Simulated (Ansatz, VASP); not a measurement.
# Cross-check of Pt (Pt wire along [100], 13 atoms a period) between VASP and Ansatz

Aim: how closely do two programs agree when they are given the same cell, functional and k mesh? The structure shown is the start of the Ansatz relaxation below; VASP solves that cell, so the two are compared at the walk's first step.

Main program and level: Ansatz 0.2.0; plane waves, with VASP 6.6.1 beside it; single point at PBE.

## 1. Set-up

The cell holds 13 atoms: 13 Pt. Cell: a = 14.740 Å, b = 14.740 Å, c = 3.970 Å, α = 90.0°, β = 90.0°, γ = 90.0°. Vacuum lies along a and b. The structure's axis is c.

## 2. Ansatz: relaxation, PBE

Ansatz runs on its PAW soft_1 files.

The two programs are compared at the cell with which this relaxation starts, whose forces are those of its first step.

File input.yaml:

```yaml
crystal:
  lattice:
    - [14.74, 0.0, 0.0]
    - [0.0, 14.74, 0.0]
    - [0.0, 0.0, 3.97]
  atoms:
    - { symbol: Pt, position: [0.230664858, 0.5, 0.0] }
    - { symbol: Pt, position: [0.365332429, 0.365332429, 0.0] }
    - { symbol: Pt, position: [0.365332429, 0.634667571, 0.0] }
    - { symbol: Pt, position: [0.5, 0.230664858, 0.0] }
    - { symbol: Pt, position: [0.5, 0.5, 0.0] }
    - { symbol: Pt, position: [0.5, 0.769335142, 0.0] }
    - { symbol: Pt, position: [0.634667571, 0.365332429, 0.0] }
    - { symbol: Pt, position: [0.634667571, 0.634667571, 0.0] }
    - { symbol: Pt, position: [0.769335142, 0.5, 0.0] }
    - { symbol: Pt, position: [0.365332429, 0.5, 0.5] }
    - { symbol: Pt, position: [0.5, 0.365332429, 0.5] }
    - { symbol: Pt, position: [0.5, 0.634667571, 0.5] }
    - { symbol: Pt, position: [0.634667571, 0.5, 0.5] }
kpoints:
  mp_grid: { grid: [1, 1, 21] }
scf:
  occupations: { method: fermi_dirac, width: 0.05 }
hamiltonian:
  xc: pbe
  pseudopotentials: { kind: paw, azcp: { folder: soft_1 } }
relax:
  cell: { fix: [a, b, alpha, beta, gamma] }
  max_steps: 45
  f_tol: 0.03
```

On the command line:

```
> ansatz run input.yaml --threads 4 --pin off --max-ram 16384MiB --backend cpu --events-out ev --progress --plain --runs-dir out
```

Numbers of over 12 decimals in the logs are rounded to 6 here.

Log:

```text
Engine: ansatz 0.2.0, x86_64-unknown-linux-gnu
Pseudopotentials: kind: paw
Pseudopotential: Pt, paw, valence charge 18, recommended cutoff 420 eV (normal), soft_1/Pt.paw.azcp
Functional definition: PBE
  parameter kappa = 0.804
  parameter beta = 0.066725
  exchange = pbe_x(kappa = kappa, mu = beta*pi^2/3)
  correlation = pbe_c(beta = beta)
Crystal: 13 atoms, lattice volume = 862.552 Å³
Basis set: ecut = 420 eV, 16921 PW (Γ), exchange–correlation on 200×200×54 points (8 copies of the dense FFT grid, shifted against one another)
Bands: 141, of which v1, the nominal top of the filled ones, is band 117 counted from 1 (116 counted from 0)
Symmetry: 16 space group operations
Space group: P4/mmm (ITA 123), of the structure as read, at distance tolerance 9.5e-5 Å
k-points: 11 of 21
Non-local potential: Pt, projectors of the file, l = 0: 3, l = 1: 2, l = 2: 2, l = 3: 1
PAW form: soft (Blöchl's): semilocal exchange-correlation on the pseudo side does not see the compensation charge
PAW one-centre angular grid: Pt, 590 points (default); XC on 64 Gauss nodes
Initial density: superposition of atomic densities (neutral atoms: chi_scale 0, normalization atom)
Initial wavefunctions: pseudopotential atomic-orbital guess
Functional: x = pbe(κ = 0.804, μ = 0.219515), c = pbe(β = 0.066725)
SCF iter   1: F=—  HF=-162809.490547 eV  |F-HF|=—  |Δ(HF+E_count)|=         —  Δρ=3.85e-2  dr2=1.47e1  ethr=3.10e-3  ⟨swp⟩=7.0  Hψ=5820  notcnv=0  defer=47
preconditioner: auto → LDOS  [metal: Δε(μ)=0.004 eV  Ē_g=5.482 eV  σ=0.050 eV  W_gap=0.02  n_scr=162 (ndim 8)  ℏωp=14.4 eV  f_vac=0.639  D(μ)=39.26/eV (n_scr^D=338)  β→1.0]
SCF iter   2: F=—  HF=-162808.604622 eV  |F-HF|=—  |Δ(HF+E_count)|=   8.86e-1  Δρ=2.86e-2  dr2=1.44e1  ethr=3.10e-3  ⟨swp⟩=3.0  Hψ=3991  notcnv=0  defer=115
SCF iter   3: F=—  HF=-162805.699073 eV  |F-HF|=—  |Δ(HF+E_count)|=    2.91e0  Δρ=9.05e-3  dr2=1.63e0  ethr=3.10e-3  ⟨swp⟩=2.6  Hψ=3171  notcnv=0  defer=122
SCF iter   4: F=—  HF=-162805.620922 eV  |F-HF|=—  |Δ(HF+E_count)|=   7.82e-2  Δρ=3.87e-3  dr2=6.20e-1  ethr=6.96e-4  ⟨swp⟩=2.3  Hψ=2619  notcnv=0  defer=117
SCF iter   5: F=—  HF=-162805.592677 eV  |F-HF|=—  |Δ(HF+E_count)|=   2.82e-2  Δρ=3.03e-3  dr2=1.70e-1  ethr=2.65e-4  ⟨swp⟩=2.0  Hψ=1693  notcnv=0  defer=117
SCF iter   6: F=—  HF=-162805.586637 eV  |F-HF|=—  |Δ(HF+E_count)|=   6.04e-3  Δρ=1.21e-3  dr2=2.19e-2  ethr=7.28e-5  ⟨swp⟩=1.7  Hψ=1464  notcnv=0  defer=117
SCF iter   7: F=—  HF=-162805.586684 eV  |F-HF|=—  |Δ(HF+E_count)|=   4.71e-5  Δρ=8.85e-4  dr2=1.37e-2  ethr=9.37e-6  ⟨swp⟩=2.0  Hψ=2135  notcnv=0  defer=117
SCF iter   8: F=—  HF=-162805.586564 eV  |F-HF|=—  |Δ(HF+E_count)|=   1.20e-4  Δρ=5.56e-4  dr2=5.33e-3  ethr=5.87e-6  ⟨swp⟩=1.3  Hψ=1444  notcnv=0  defer=117
SCF iter   9: F=—  HF=-162805.586282 eV  |F-HF|=—  |Δ(HF+E_count)|=   2.81e-4  Δρ=2.70e-4  dr2=1.43e-3  ethr=2.28e-6  ⟨swp⟩=2.0  Hψ=1469  notcnv=0  defer=117
SCF iter  10: F=—  HF=-162805.586312 eV  |F-HF|=—  |Δ(HF+E_count)|=   3.00e-5  Δρ=8.65e-5  dr2=9.91e-5  ethr=6.13e-7  ⟨swp⟩=2.0  Hψ=1984  notcnv=0  defer=117
SCF iter  11: F=—  HF=-162805.585454 eV  |F-HF|=—  |Δ(HF+E_count)|=   8.58e-4  Δρ=2.40e-5  dr2=9.11e-6  ethr=4.23e-8  ⟨swp⟩=2.0  Hψ=2373  notcnv=0  defer=117
SCF iter  12: F=—  HF=-162805.585457 eV  |F-HF|=—  |Δ(HF+E_count)|=   2.84e-6  Δρ=1.04e-5  dr2=1.50e-6  ethr=3.89e-9  ⟨swp⟩=2.0  Hψ=2186  notcnv=0  defer=117
SCF iter  13: F=—  HF=-162805.585457 eV  |F-HF|=—  |Δ(HF+E_count)|=   2.63e-7  Δρ=4.97e-6  dr2=3.30e-7  ethr=6.39e-10  ⟨swp⟩=2.1  Hψ=2167  notcnv=0  defer=117
SCF iter  14: F=—  HF=-162805.585457 eV  |F-HF|=—  |Δ(HF+E_count)|=   1.63e-7  Δρ=3.12e-6  dr2=1.54e-7  ethr=4.27e-11  ⟨swp⟩=5.0  Hψ=5035  notcnv=0
SCF iter  15: F=-162805.585457 eV  HF=-162805.585457 eV  |F-HF|=2.45e-8  |Δ(HF+E_count)|=   7.19e-9  Δρ=1.66e-6  dr2=4.15e-8  ethr=4.27e-11  ⟨swp⟩=4.0  Hψ=4082  notcnv=0
SCF 1 converged in 15 iterations: F = -162805.585457 eV  dr2 = 4.15e-8
  greatest PAW one-centre occupation: 1.000 electrons in one spin orbital (limit 2), on the Pt atom at site 4 (counted from 0), in its partial waves of l = 0
relax step   1: F+E_penalty+E_count = -162805.58545691 eV  Δ(F+E_penalty+E_count) = +0.000e0 eV  max|allowed force component| = 2.415e0 eV/Å  Δτ_max = 0.0000 Å  P = -3.658 GPa  Ω = 862.552 Å³  fix = [a, b, alpha, beta, gamma]  reactions: a -3.626, b -3.626 GPa  (15 SCF iters, dr2 threshold 1.00e-7 eV, accepted)
[...]
relax step   5: F+E_penalty+E_count = -162807.48607416 eV  Δ(F+E_penalty+E_count) = +7.068e-3 eV  max|allowed force component| = 1.174e-1 eV/Å  Δτ_max = 0.0244 Å  P = -0.336 GPa  Ω = 882.080 Å³  energy of the carried Pulay correction = -1.921e-3 eV  fix = [a, b, alpha, beta, gamma]  (9 SCF iters, dr2 threshold 4.62e-7 eV, rejected (line search))
[...]
relax step   6: F+E_penalty+E_count = -162807.49757479 eV  Δ(F+E_penalty+E_count) = -4.433e-3 eV  max|allowed force component| = 4.103e-3 eV/Å  Δτ_max = 0.0121 Å  P = +0.004 GPa  Ω = 876.278 Å³  energy of the carried Pulay correction = -1.354e-3 eV  fix = [a, b, alpha, beta, gamma]  reactions: a -0.002, b -0.002 GPa  (13 SCF iters, accepted)
[...]
relax step   7: F+E_penalty+E_count = -162807.49914432 eV  Δ(F+E_penalty+E_count) = -1.570e-3 eV  max|allowed force component| = 3.842e-3 eV/Å  Δτ_max = 0.0000 Å  P = +0.006 GPa  Ω = 876.278 Å³  fix = [a, b, alpha, beta, gamma]  reactions: a +0.001, b +0.001 GPa  stress off target by 1.65e-2 GPa on what of the cell is left free  SCF on the basis re-selected at this cell (its energy is not comparable with the rows above)  (9 SCF iters)
basis re-selected at this cell: Δ(F+E_penalty+E_count) = -1.570e-3 eV, ΔP = +0.003 GPa vs the last step (what re-selecting the basis moved, of the pressure what is left beyond the Pulay correction that the steps carried, after the strain that the cell walked since its last selection, with what the two solves' SCF thresholds leave and, on support functions, any second-order correction that the steps lacked; it is no m [...]
SCF converged after 9 iterations
Free energy (F): -162807.499144 eV
Harris-Foulkes:  -162807.499144 eV  (|F-HF|=9.60e-10)
Internal energy: -162807.301653 eV  (E = F + TS)
E sigma→0 (E₀):  -162807.400398 eV
Entropy (-TS):   -0.197492 eV (-15.192 meV/atom)
Fermi energy:    1.514676 eV
--- Per-component energies (eV) ---
  E_band       = -6638.779461
  E_kinetic    = 7761.133200
  E_local      = -167528.271811  (includes V_loc(G=0)·N_el)
  E_nonlocal   = 2658.951840
  E_hartree    = 79055.983779
  E_xc         = -3003.621856
  E_vxc        = -3503.632412  (∫ρ·V_xc dr)
  E_paw        = -123296.074798  (= ΣΔE_a)
  E_vpaw       = -4138.943091  (= ΣTr[D̂ρ^β])
  E_aug_tail   = 0.014377  (compensation charges beyond the density's cutoff)
  E_ewald      = 41544.583616
  E_smearing   = -0.197492  (= −TS)
  E_closure    = 0.000000  (closes the sum)
  Σ components = -162807.499144   (vs F -162807.499144, Δ=0.00e0)
--- Forces (eV/Å), atoms counted from 1 ---
  atom   1  Pt    -0.00384223     0.00000000     0.00000000
  atom   2  Pt     0.00351141     0.00351141     0.00000000
  atom   3  Pt     0.00351141    -0.00351141     0.00000000
  atom   4  Pt     0.00000000    -0.00384223     0.00000000
  atom   5  Pt     0.00000000     0.00000000     0.00000000
  atom   6  Pt     0.00000000     0.00384223     0.00000000
  atom   7  Pt    -0.00351141     0.00351141     0.00000000
  atom   8  Pt    -0.00351141    -0.00351141     0.00000000
  atom   9  Pt     0.00384223     0.00000000     0.00000000
  atom  10  Pt    -0.00213472     0.00000000     0.00000000
  atom  11  Pt     0.00000000    -0.00213472     0.00000000
  atom  12  Pt     0.00000000     0.00213472     0.00000000
  atom  13  Pt     0.00213472     0.00000000     0.00000000
  max |Σ_I F_I| component: 8.67e-19 eV/Å
--- Stress (GPa, compression-positive) ---
        0.001361       0.000000       0.000000
        0.000000       0.001361       0.000000
        0.000000       0.000000       0.016487
  P = ⅓ Tr σ = 0.0064 GPa (0.064 kbar)
--- Relaxed structure (6 steps of the walk, 5 accepted, 1 SCFs on fresh bases) ---
  F+E_penalty+E_count = -162807.49914432 eV   max|allowed force component| = 3.842e-3 eV/Å   (the final SCF, on the basis selected at the relaxed cell)
  cell:  # Å, volume = 876.2779 Å³
    - [14.74, 0.0, 0.0]
    - [0.0, 14.74, 0.0]
    - [0.0, 0.0, 4.033173]
  atoms:
    - { symbol: Pt, position: [0.250551, 0.5, 0.0] }
    - { symbol: Pt, position: [0.372210, 0.372210, 0.0] }
    - { symbol: Pt, position: [0.372210, 0.627790, 0.0] }
    - { symbol: Pt, position: [0.5, 0.250551, 0.0] }
    - { symbol: Pt, position: [0.5, 0.5, 0.0] }
    - { symbol: Pt, position: [0.5, 0.749449, 0.0] }
    - { symbol: Pt, position: [0.627790, 0.372210, 0.0] }
    - { symbol: Pt, position: [0.627790, 0.627790, 0.0] }
    - { symbol: Pt, position: [0.749449, 0.5, 0.0] }
    - { symbol: Pt, position: [0.361689, 0.5, 0.5] }
    - { symbol: Pt, position: [0.5, 0.361689, 0.5] }
    - { symbol: Pt, position: [0.5, 0.638311, 0.5] }
    - { symbol: Pt, position: [0.638311, 0.5, 0.5] }
```

(Continued in part 2 of 2.)

[Lines on the potential files, build, host, timing and source positions are cut from VASP's logs without a mark.]

[Logs are printed without paths, hosts, clocks, repeated set-up lines and the standing remarks that a program may print on its own settings, such as how far it seeks lower states.]

[Hosts, paths, dates, database ids (printed as entryN), source tags and the programs' standing remarks are cut or masked in the printed files.]
